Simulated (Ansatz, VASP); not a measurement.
Two plane-wave programs on GaSb

File INCAR:

```
SYSTEM = GaSb
PREC     = Accurate       ! precision mode
ENCUT    = 520            ! plane-wave cutoff, eV
EDIFF    = 1E-7           ! SCF threshold, eV
ISMEAR   = 0              ! smearing method
SIGMA    = 0.015          ! smearing width, eV
LREAL    = .False.        ! projectors in reciprocal space
LASPH    = .True.         ! aspherical terms in the spheres
NELM     = 100            ! most SCF steps
ALGO     = Fast           ! electronic algorithm
ISIF     = 2              ! what is computed and relaxed
LWAVE    = .False.        ! write WAVECAR
LCHARG   = .True.         ! write CHGCAR
GGA      = PE             ! functional
LELF     = .True.         ! ELF
LVHAR    = .True.       
NBANDS   = 16             ! bands
```

KPOINTS

```
regular mesh
0
Gamma
  8 8 8
  0 0 0
```

Contents of POSCAR:

```
GaSb
1.0
    0.0000000000      3.0590000000      3.0590000000
    3.0590000000      0.0000000000      3.0590000000
    3.0590000000      3.0590000000      0.0000000000
Sb Ga
1 1
Direct
    0.7500000000      0.7500000000      0.7500000000
    0.0000000000      0.0000000000      0.0000000000
```

The input input.yaml:

```yaml
crystal:
  lattice:
    - [0.0, 3.059, 3.059]
    - [3.059, 0.0, 3.059]
    - [3.059, 3.059, 0.0]
  atoms:
    - { symbol: Sb, position: [0.75, 0.75, 0.75] }
    - { symbol: Ga, position: [0.0, 0.0, 0.0] }
hamiltonian:
  xc: pbe
  pseudopotentials: { kind: paw }
kpoints:
  mp_grid: { grid: [8, 8, 8] }
scf:
  occupations: { method: gaussian, width: 0.015 }
output:
  forces: true
  stress: true
  eigenvalues: true
```

Alike in both runs: task single point; functional PBE; k mesh 8 × 8 × 8; occupations gaussian, width 0.015 eV; no spin polarisation.

|  | VASP | Ansatz |
| --- | --- | --- |
| version | VASP 6.6.1 | Ansatz 0.2.0 |
| potentials or method | VASP PAW PBE potentials, release 64 (Sb, Ga_d) | Ansatz PAW |
| plane-wave cutoff (eV) | 520 | 420 |
| valence electrons in the cell | 18 | 28 |

Ansatz gave:

* gap on the k mesh at the Fermi level (eV): 0.03
* least direct gap on the mesh (eV): 0.03
* pressure (GPa): 2.3

Problem. Which values does VASP return?

Solution. gap on the k mesh at the Fermi level (eV): 0.04; least direct gap on the mesh (eV): 0.04; pressure (GPa): 2.3.

With one functional, cell and mesh, what is left measures potentials, basis and numerics. The two sets of potentials don't hold the same shells in valence.

Caveats: spin-orbit coupling is left out, which moves the levels of the heavy elements. A k mesh can miss the band edges.
